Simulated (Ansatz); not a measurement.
**Li2S: equation of state with PBEsol**

Li2S:

```
S Li
1.0
     0.00000    2.84450    2.84450
     2.84450    0.00000    2.84450
     2.84450    2.84450    0.00000
S Li
1 2
Direct
  0.00000 0.00000 0.00000
  0.75000 0.75000 0.75000
  0.25000 0.25000 0.25000
```

```
Program             : Ansatz 0.2.0
Task                : equation of state
Functional          : PBEsol
Potentials or basis : all-electron LAPW, scalar-relativistic
Basis error allowed : 0.002 eV/atom
k mesh              : 8 × 8 × 8
Occupations         : fermi-dirac, width 0.05 eV
Spin                : no spin polarisation
```

```yaml
Equilibrium_volume: 15.06 Å³/atom
Bulk_modulus: 43 GPa
Pressure_derivative_of_the_bulk_modulus: 4.2
```

Energy against volume, from the lowest point:
```tsv
volume (Å³/atom)	energy (meV/atom)
14.423	3.86
14.730	0.98
15.037	0.00
15.344	0.68
15.650	2.85
15.957	6.40
16.264	11.17
```

All runs of the series together: 11 s on 2 threads of AMD EPYC 7R13 Processor (Zen 3), on a shared host.
